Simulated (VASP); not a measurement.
# Al2Au (Fm-3m) in VASP: notebook

Aim: see how the results for Al2Au move with the level of theory and the settings. Levels: PBE, LDA. Tasks: band structure.

All numbers are computed with VASP 6.6.1; they aren't measurements. Logs are shortened: lines on timing, memory, paths and dates and some standing lists are left out, and cuts for length are marked.

## Step 1: The structure

The structure is cubic, space group Fm-3m (No. 225). Conventional cell: a = 6.000 Å, b = 6.000 Å, c = 6.000 Å, α = 90.00°, β = 90.00°, γ = 90.00°. Around Al (site symmetry -43m) lie 4 Au at 2.60 Å. Au (site symmetry m-3m) has 8 Al at 2.60 Å as nearest neighbours.

## Step 2: Band structure, PBE

Input file INCAR:

```
SYSTEM = Al2Au
PREC = Accurate
ENCUT = 520
EDIFF = 1E-6
ISMEAR = 1
SIGMA = 0.1
LREAL = .FALSE.
LASPH = .TRUE.
NELM = 80
ALGO = Normal
ISIF = 2
LWAVE = .FALSE.
LCHARG = .FALSE.
LMAXMIX = 4
GGA = PE
NBANDS = 16
KPAR = 4
```

Input file KPOINTS:

```
regular mesh
0
G
  12 12 12
  0 0 0
```

Input file POSCAR:

```
Al2Au                                   
1.0
    0.0000000000      3.0000000000      3.0000000000
    3.0000000000      0.0000000000      3.0000000000
    3.0000000000      3.0000000000      0.0000000000
  Al              Au            
     2     1
Direct
     0.2500000000000000    0.2500000000000000    0.2500000000000000
     0.7500000000000000    0.7500000000000000    0.7500000000000000
     0.0000000000000000    0.0000000000000000    0.0000000000000000
```

Input file KPOINTS_OPT:

```
explicit points
252
Reciprocal
 0.0000000000  0.0000000000  0.0000000000 1
 0.0357142857  0.0000000000  0.0357142857 1
 0.0714285714  0.0000000000  0.0714285714 1
 0.1071428571  0.0000000000  0.1071428571 1
 0.1428571429  0.0000000000  0.1428571429 1
 0.1785714286  0.0000000000  0.1785714286 1
[... 244 lines left out ...]
 0.4881833500  0.0118166500  0.5000000000 1
 0.5118166500 -0.0118166500  0.5000000000 1
```

Potentials or basis: VASP PAW PBE potentials, release 64 (Al, Au).

The run is started by

```
$ cat potpaw_PBE.64/Al/POTCAR potpaw_PBE.64/Au/POTCAR > POTCAR
$ mpirun -np 4 vasp_std > vasp.out
```

OUTCAR:

```text
SYSTEM = Al2Au
   PREC = Accurate
   ENCUT = 520
   EDIFF = 1E-6
   ISMEAR = 1
   LREAL = .FALSE.
   LASPH = .TRUE.
   NELM = 80
   ISIF = 2
   GGA = PE

 ion  position               nearest neighbor table
   1  0.250  0.250  0.250-   3 2.60   3 2.60   3 2.60   3 2.60   2 3.00   2 3.00   2 3.00   2 3.00
                             2 3.00   2 3.00
   2  0.750  0.750  0.750-   3 2.60   3 2.60   3 2.60   3 2.60   1 3.00   1 3.00   1 3.00   1 3.00
                             1 3.00   1 3.00
   3  0.000  0.000  0.000-   2 2.60   2 2.60   2 2.60   1 2.60   2 2.60   1 2.60   1 2.60   1 2.60

  LATTYP: Found a face centered cubic cell.
 ALAT       =     6.0000000000

  Lattice vectors:

 A1 = (   0.0000000000,   3.0000000000,   3.0000000000)
 A2 = (   3.0000000000,   0.0000000000,   3.0000000000)
 A3 = (   3.0000000000,   3.0000000000,   0.0000000000)

Analysis of symmetry for initial positions (statically):
=====================================================================
 Subroutine PRICEL returns:
 Original cell was already a primitive cell.

 Routine SETGRP: Setting up the symmetry group for a
 face centered cubic supercell.

 Subroutine GETGRP returns: Found 48 space group operations
 (whereof 48 operations were pure point group operations)
 out of a pool of 48 trial point group operations.

The static configuration has the point symmetry O_h .

Analysis of symmetry for dynamics (positions and initial velocities):
=====================================================================
 Subroutine PRICEL returns:
 Original cell was already a primitive cell.

 Routine SETGRP: Setting up the symmetry group for a
 face centered cubic supercell.

 Subroutine GETGRP returns: Found 48 space group operations
 (whereof 48 operations were pure point group operations)
 out of a pool of 48 trial point group operations.

The dynamic configuration has the point symmetry O_h .

 Subroutine INISYM returns: Found 48 space group operations
 (whereof 48 operations are pure point group operations),
 and found     1 'primitive' translations

----------------------------------------------------------------------------------------

                                     Primitive cell

  volume of cell :      54.0000

  direct lattice vectors                    reciprocal lattice vectors
     0.000000000  3.000000000  3.000000000    -0.166666667  0.166666667  0.166666667
     3.000000000  0.000000000  3.000000000     0.166666667 -0.166666667  0.166666667
     3.000000000  3.000000000  0.000000000     0.166666667  0.166666667 -0.166666667

  length of vectors
     4.242640687  4.242640687  4.242640687     0.288675135  0.288675135  0.288675135

  position of ions in fractional coordinates (direct lattice)
     0.250000000  0.250000000  0.250000000
     0.750000000  0.750000000  0.750000000
     0.000000000  0.000000000  0.000000000

  ion indices of the primitive-cell ions
   primitive index   ion index
                 1           1
                 2           2
                 3           3

----------------------------------------------------------------------------------------

 KPOINTS: regular mesh

Automatic generation of k-mesh.
 Grid dimensions read from file:
 generate k-points for:   12   12   12

 Generating k-lattice:

  Cartesian coordinates                     Fractional coordinates (reciprocal lattice)
    -0.013888889  0.013888889  0.013888889     0.083333333  0.000000000  0.000000000
     0.013888889 -0.013888889  0.013888889     0.000000000  0.083333333  0.000000000
     0.013888889  0.013888889 -0.013888889     0.000000000  0.000000000  0.083333333

  Length of vectors
     0.024056261  0.024056261  0.024056261

  Shift w.r.t. Gamma in fractional coordinates (k-lattice)
     0.000000000  0.000000000  0.000000000

 Subroutine IBZKPT returns following result:
 ===========================================

 Found     72 irreducible k-points:

 Following reciprocal coordinates:
            Coordinates               Weight
  0.000000  0.000000  0.000000      1.000000
  0.083333  0.000000  0.000000      8.000000
  0.166667  0.000000  0.000000      8.000000
  0.250000  0.000000  0.000000      8.000000
  0.333333  0.000000  0.000000      8.000000
  0.416667  0.000000  0.000000      8.000000
[... 16 lines left out ...]
  0.500000  0.166667  0.000000     24.000000
 -0.416667  0.166667  0.000000     24.000000
 [... further k-points ...]
   k-points           NKPTS =     72   k-points in BZ     NKDIM =     72   number of bands    NBANDS=     16
   number of dos      NEDOS =    301   number of ions     NIONS =      3
   total plane-waves  NPLWV =  32768
   dimension x,y,z NGX =    32 NGY =   32 NGZ =   32
   dimension x,y,z NGXF=    64 NGYF=   64 NGZF=   64
   ions per type =               2   1
   NGX,Y,Z   is equivalent  to a cutoff of  12.54, 12.54, 12.54 a.u.
   NGXF,Y,Z  is equivalent  to a cutoff of  25.08, 25.08, 25.08 a.u.
 SYSTEM =  Al2Au
   PREC   = accura    normal or accurate (medium, high low for compatibility)
   ISTART =      0    job   : 0-new  1-cont  2-samecut
   ICHARG =      2    charge: 1-file 2-atom 10-const
   ISPIN  =      1    spin polarized calculation?
   LNONCOLLINEAR =      F non collinear calculations
   LSORBIT =      F    spin-orbit coupling
   LASPH  =      T    aspherical Exc in radial PAW
   ENCUT  =  520.0 eV  38.22 Ry    6.18 a.u.   7.89  7.89  7.89*2*pi/ulx,y,z
   NELM   =     80;   NELMIN=  2; NELMDL= -5     # of ELM steps
   EDIFF  = 0.1E-05   stopping-criterion for ELM
   LREAL  =      F    real-space projection
   EDIFFG = 0.1E-04   stopping-criterion for IOM
   NSW    =      0    number of steps for IOM
   IBRION =     -1    ionic relax: 0-MD 1-quasi-New 2-CG
   NFREE  =      0    steps in history (QN), initial steepest desc. (CG)
   ISIF   =      2    stress and relaxation
   ISYM   =      2    0-nonsym 1-usesym 2-fastsym
   POTIM  = 0.5000    time-step for ionic-motion
   TEBEG  =    0.0;   TEEND  =   0.0 temperature during run
   PSTRESS=    0.0 pullay stress
   NELECT =      17.0000    total number of electrons
   NUPDOWN=      -1.0000    fix difference up-down
   EMIN   =  10.00;   EMAX   =-10.00  energy-range for DOS
   EFERMI =   0.00;   METHOD = LEGACY
   ISMEAR =     1;   SIGMA  =   0.10  broadening in eV -4-tet -1-fermi 0-gaus
   EFERMI_NEDOS =   21; number of points for ismear=-14 and -15
   IALGO  =     38    algorithm
   IMIX   =      4    mixing-type and parameters
     AMIX     =   0.40;   BMIX     =  1.00
     AMIX_MAG =   1.60;   BMIX_MAG =  1.00
  volume/ion in A,a.u.               =      18.00       121.47
  Fermi-wavevector in a.u.,A,eV,Ry     =   1.113679  2.104547 16.875035  1.240280
  Thomas-Fermi vector in A             =   2.250266
   LORBIT       =      0    0 simple, 1 ext, 2 COOP (PROOUT), +10 PAW based schemes
   GGA     = PE    functional components
   LHFCALC =     F    Hartree Fock is set to
   AEXX    =    0.0000 exact exchange contribution
   IVDW    =     0    specifies the selected vdW correction
   LEPSILON=     F    determine dielectric tensor
   LRPA    =     F    only Hartree local field effects (RPA)
 non-spin polarized calculation
 Methfessel and Paxton  Order N= 1 SIGMA  =   0.10
  energy-cutoff  :      520.00
  volume of cell :       54.00
 maximum number of plane-waves:      1475
   NGX = 15   NGY = 15   NGZ = 15

 number of electron      17.0000001 magnetization

 Free energy of the ion-electron system (eV)
  ---------------------------------------------------
  ext. energy  EPLUGINS =         0.00000000
  ---------------------------------------------------
  free energy    TOTEN  =       -12.00672411 eV

  energy without entropy =      -12.00655633  energy(sigma->0) =      -12.00666818

 E-fermi :   7.8000     XC(G=0): -10.5261

 val. band max:        7.7848814752   @ k =   0.2500   0.1667   0.0833
 cond. band min:       7.8306872108   @ k =  -0.2500   0.0833   0.0000
 fundamental gap:      0.0458057356
 Fermi energy:         7.8000424305

 k-point     1 :       0.0000    0.0000    0.0000
  band No.  band energies     occupation
      1      -2.7554      2.00000
      2       1.1962      2.00000
      3       1.1962      2.00000
      4       1.1962      2.00000
      5       2.1539      2.00000
      6       2.1539      2.00000
[... 8 lines left out ...]
     15      13.5388      0.00000
     16      13.5388      0.00000

 k-point     2 :       0.0833    0.0000    0.0000
  band No.  band energies     occupation
      1      -2.6641      2.00000
      2       1.1657      2.00000
      3       1.2196      2.00000
      4       1.2196      2.00000
      5       2.1488      2.00000
      6       2.1488      2.00000
[... 8 lines left out ...]
     15      13.2927      0.00000
     16      13.3513      0.00000

 k-point     3 :       0.1667    0.0000    0.0000
  band No.  band energies     occupation
      1      -2.3952      2.00000
      2       1.0887      2.00000
      3       1.2804      2.00000
      4       1.2804      2.00000
      5       2.1414      2.00000
      6       2.1414      2.00000
[... 8 lines left out ...]
     15      13.2672      0.00000
     16      13.4970      0.00000

 k-point     4 :       0.2500    0.0000    0.0000
  band No.  band energies     occupation
      1      -1.9676      2.00000
      2       1.0051      2.00000
      3       1.3529      2.00000
      4       1.3529      2.00000
      5       2.1518      2.00000
      6       2.1518      2.00000
[... 8 lines left out ...]
     15      14.1175      0.00000
     16      14.2784      0.00000

 k-point     5 :       0.3333    0.0000    0.0000
  band No.  band energies     occupation
      1      -1.4326      2.00000
      2       0.9784      2.00000
      3       1.4071      2.00000
      4       1.4071      2.00000
      5       2.1938      2.00000
      6       2.1938      2.00000
[... 8 lines left out ...]
     15      15.1456      0.00000
     16      15.2853      0.00000

 k-point     6 :       0.4167    0.0000    0.0000
  band No.  band energies     occupation
      1      -0.9270      2.00000
      2       1.1088      2.00000
      3       1.4325      2.00000
      4       1.4325      2.00000
      5       2.2490      2.00000
      6       2.2490      2.00000
[... 8 lines left out ...]
     15      16.1353      0.00000
     16      16.5178      0.00000
[... 267 lines left out ...]
 k-point    21 :       0.3333    0.1667    0.0000
  band No.  band energies     occupation
      1      -1.4731      2.00000
      2       0.8431      2.00000
      3       1.4811      2.00000
      4       1.5004      2.00000
      5       1.9995      2.00000
      6       2.2920      2.00000
[... 8 lines left out ...]
     15      16.3227      0.00000
     16      16.3615      0.00000

 k-point    22 :       0.4167    0.1667    0.0000
  band No.  band energies     occupation
      1      -0.9230      2.00000
      2       0.8318      2.00000
      3       1.4932      2.00000
      4       1.5500      2.00000
      5       2.1265      2.00000
      6       2.3130      2.00000
[... 8 lines left out ...]
     15      17.0780      0.00000
     16      17.4766      0.00000

 k-point    23 :       0.5000    0.1667    0.0000
  band No.  band energies     occupation
      1      -0.4814      2.00000
      2       0.9468      2.00000
      3       1.5137      2.00000
      4       1.5727      2.00000
      5       2.2927      2.00000
      6       2.3023      2.00000
[... 8 lines left out ...]
     15      16.9563      0.00000
     16      17.8122      0.00000

 k-point    24 :      -0.4167    0.1667    0.0000
  band No.  band energies     occupation
      1      -0.4152      2.00000
      2       1.0105      2.00000
      3       1.5585      2.00000
      4       1.5765      2.00000
      5       2.2136      2.00000
      6       2.2167      2.00000
[... 8 lines left out ...]
     15      16.0432      0.00000
     16      16.5816      0.00000

 [... further k-points ...]
[... 5 lines left out ...]
  --------------------------------------------------------------------------------------
  -------------------------------------------------------------------------------------
  Total        1.0661983      1.0661983      1.0661983     -0.0000000      0.0000000     -0.0000000
  in kB       31.6340505     31.6340505     31.6340505     -0.0000000      0.0000000     -0.0000000
  external PRESSURE =      31.6340505 kB  Pullay stress =       0.0000000 kB

 VOLUME and BASIS-vectors are now :
 -----------------------------------------------------------------------------
  energy-cutoff  :      520.00
  volume of cell :       54.00
      direct lattice vectors                 reciprocal lattice vectors
     0.000000000  3.000000000  3.000000000    -0.166666667  0.166666667  0.166666667
     3.000000000  0.000000000  3.000000000     0.166666667 -0.166666667  0.166666667
     3.000000000  3.000000000  0.000000000     0.166666667  0.166666667 -0.166666667

 POSITION                                       TOTAL-FORCE (eV/Angst)
 -----------------------------------------------------------------------------------
      1.50000      1.50000      1.50000         0.000000      0.000000     -0.000000
      4.50000      4.50000      4.50000         0.000000      0.000000     -0.000000
      0.00000      0.00000      0.00000        -0.000000     -0.000000      0.000000
 -----------------------------------------------------------------------------------
    total drift:                                0.000000     -0.000000      0.000000

  FREE ENERGIE OF THE ION-ELECTRON SYSTEM (eV)
  ---------------------------------------------------
  free  energy   TOTEN  =       -12.0067241128 eV

  energy  without entropy=      -12.0065563278  energy(sigma->0) =      -12.00666818
```

It took 45 s on 4 MPI ranks of Intel Xeon Platinum 8259CL at 2.50GHz (Skylake/Cascade Lake), shared host; peak memory 0.24 GiB.

What came out:

| Item | Value |
| --- | --- |
| Free energy | -12.0067 eV |
| Pressure | 3.2 GPa |
| Band gap along the path | none (metal or under the smearing width) |

Levels at the corners of the path, in eV from the Fermi level:
| point | band 6 | band 7 | band 8 | band 9 | band 10 | band 11 | band 12 | band 13 |
| --- | --- | --- | --- | --- | --- | --- | --- | --- |
| Γ | -5.65 | 2.24 | 2.95 | 2.95 | 2.95 | 3.91 | 3.91 | 3.91 |
| X | -5.34 | -5.02 | -2.12 | -2.12 | 1.26 | 2.09 | 7.64 | 9.81 |
| X | -5.34 | -5.02 | -2.12 | -2.12 | 1.26 | 2.09 | 7.64 | 9.81 |
| W | -5.20 | -4.03 | -4.03 | -2.19 | 4.13 | 4.13 | 5.21 | 5.31 |
| W | -5.20 | -4.03 | -4.03 | -2.19 | 4.13 | 4.13 | 5.21 | 5.31 |
| K | -5.55 | -4.62 | -3.40 | -1.37 | 1.84 | 4.37 | 6.02 | 7.73 |
| K | -5.55 | -4.62 | -3.40 | -1.37 | 1.84 | 4.37 | 6.02 | 7.73 |
| Γ | -5.65 | 2.24 | 2.95 | 2.95 | 2.95 | 3.91 | 3.91 | 3.91 |
| Γ | -5.65 | 2.24 | 2.95 | 2.95 | 2.95 | 3.91 | 3.91 | 3.91 |
| L | -5.53 | -5.45 | 0.36 | 0.36 | 3.29 | 3.60 | 3.81 | 3.81 |
| L | -5.53 | -5.45 | 0.36 | 0.36 | 3.29 | 3.60 | 3.81 | 3.81 |
| U | -5.55 | -4.62 | -3.40 | -1.37 | 1.84 | 4.37 | 6.02 | 7.73 |
| U | -5.55 | -4.62 | -3.40 | -1.37 | 1.84 | 4.37 | 6.02 | 7.73 |
| W | -5.20 | -4.03 | -4.03 | -2.19 | 4.13 | 4.13 | 5.21 | 5.31 |
| W | -5.20 | -4.03 | -4.03 | -2.19 | 4.13 | 4.13 | 5.21 | 5.31 |
| L | -5.53 | -5.45 | 0.36 | 0.36 | 3.29 | 3.60 | 3.81 | 3.81 |
| L | -5.53 | -5.45 | 0.36 | 0.36 | 3.29 | 3.60 | 3.81 | 3.81 |
| K | -5.55 | -4.62 | -3.40 | -1.37 | 1.84 | 4.37 | 6.02 | 7.73 |
| U | -5.55 | -4.62 | -3.40 | -1.37 | 1.84 | 4.37 | 6.02 | 7.73 |
| X | -5.34 | -5.02 | -2.12 | -2.12 | 1.26 | 2.09 | 7.64 | 9.81 |

Caveat: spin-orbit coupling is left out, which moves the levels of the heavy elements.

## Step 3: Band structure, LDA

INCAR, as its differences from that of step 2:

```diff
@@ -14,3 +14,3 @@
 LMAXMIX = 4
-GGA = PE
+GGA = CA
 NBANDS = 16
```

KPOINTS is that of step 2.

POSCAR is that of step 2.

KPOINTS_OPT is that of step 2.

Potentials or basis: VASP PAW LDA potentials, release 64 (Al, Au).

The run is started by

```
$ cat potpaw_LDA.64/Al/POTCAR potpaw_LDA.64/Au/POTCAR > POTCAR
$ mpirun -np 4 vasp_std > vasp.out
```

Wall time 56 s (4 MPI ranks of Intel Xeon Platinum 8259CL at 2.50GHz (Skylake/Cascade Lake), shared host); peak memory 0.22 GiB.

The run converged. Its results:

```
Free energy             : -14.2813 eV
Pressure                : -2.3 GPa
Band gap along the path : none (metal or under the smearing width)
```

Levels at the corners of the path, in eV from the Fermi level:
```csv
point,band 5,band 6,band 7,band 8,band 9,band 10,band 11,band 12,band 13,band 14
Γ,-5.66,-5.66,2.11,2.95,2.95,2.95,3.91,3.91,3.91,5.70
X,-5.82,-5.36,-5.04,-2.10,-2.10,1.22,2.09,7.68,9.71,9.71
X,-5.82,-5.36,-5.04,-2.10,-2.10,1.22,2.09,7.68,9.71,9.71
W,-5.82,-5.22,-4.03,-4.03,-2.18,4.11,4.11,5.21,5.29,9.13
W,-5.82,-5.22,-4.03,-4.03,-2.18,4.11,4.11,5.21,5.29,9.13
K,-5.60,-5.56,-4.63,-3.40,-1.36,1.82,4.36,6.02,7.63,8.16
K,-5.60,-5.56,-4.63,-3.40,-1.36,1.82,4.36,6.02,7.63,8.16
Γ,-5.66,-5.66,2.11,2.95,2.95,2.95,3.91,3.91,3.91,5.70
Γ,-5.66,-5.66,2.11,2.95,2.95,2.95,3.91,3.91,3.91,5.70
L,-5.54,-5.54,-5.48,0.36,0.36,3.22,3.53,3.82,3.82,8.83
L,-5.54,-5.54,-5.48,0.36,0.36,3.22,3.53,3.82,3.82,8.83
U,-5.60,-5.56,-4.63,-3.40,-1.36,1.82,4.36,6.02,7.63,8.16
U,-5.60,-5.56,-4.63,-3.40,-1.36,1.82,4.36,6.02,7.63,8.16
W,-5.82,-5.22,-4.03,-4.03,-2.18,4.11,4.11,5.21,5.29,9.13
W,-5.82,-5.22,-4.03,-4.03,-2.18,4.11,4.11,5.21,5.29,9.13
L,-5.54,-5.54,-5.48,0.36,0.36,3.22,3.53,3.82,3.82,8.83
L,-5.54,-5.54,-5.48,0.36,0.36,3.22,3.53,3.82,3.82,8.83
K,-5.60,-5.56,-4.63,-3.40,-1.36,1.82,4.36,6.02,7.63,8.16
U,-5.60,-5.56,-4.63,-3.40,-1.36,1.82,4.36,6.02,7.63,8.16
X,-5.82,-5.36,-5.04,-2.10,-2.10,1.22,2.09,7.68,9.71,9.71
```

Caveat: spin-orbit coupling is left out, which moves the levels of the heavy elements.
